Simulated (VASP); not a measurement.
A run of VASP 6.6.1:

Contents of INCAR:

```
SYSTEM = Ga2O3
PREC = Accurate
ENCUT = 520
EDIFF = 1E-7
ISMEAR = -1
SIGMA = 0.05
LREAL = .FALSE.
LASPH = .TRUE.
NELM = 100
ALGO = Normal
ISIF = 2
LWAVE = .FALSE.
LCHARG = .FALSE.
GGA = PE
IBRION = 2
NSW = 40
EDIFFG = -0.02
```

The input KPOINTS:

```
Automatic mesh
0
G
  8 8 4
  0 0 0
```

File POSCAR:

```
Ga2O3
1.0
    6.1070000000     -1.5185500000      0.0000000000
    6.1070000000      1.5185500000      0.0000000000
   -1.3859888959      0.0000000000      5.6300087380
Ga O
4 6
Direct
    0.0905000000      0.0905000000      0.7946000000
    0.9095000000      0.9095000000      0.2054000000
    0.6586600000      0.6586600000      0.3140200000
    0.3413400000      0.3413400000      0.6859800000
    0.1645000000      0.1645000000      0.1098000000
    0.8355000000      0.8355000000      0.8902000000
    0.1733000000      0.1733000000      0.5632000000
    0.8267000000      0.8267000000      0.4368000000
    0.4959000000      0.4959000000      0.2566000000
    0.5041000000      0.5041000000      0.7434000000
```

Potentials or basis: VASP PAW PBE potentials, release 64 (Ga_d, O).

Run with:

```console
$ cat potpaw_PBE.64/Ga_d/POTCAR potpaw_PBE.64/O/POTCAR > POTCAR
$ mpirun -np 1 vasp_std > vasp.out
```

Hardware: 1 thread of Intel(R) Xeon(R) Platinum 8559C (Emerald Rapids), with other jobs on the host.

**Question.** Estimate the wall time of this run.

**Answer.** It took 48 min on 1 thread of Intel(R) Xeon(R) Platinum 8559C (Emerald Rapids), on a shared host, peak memory 0.58 GiB. Counts: scf iterations 99, k points 78, ion steps 11.
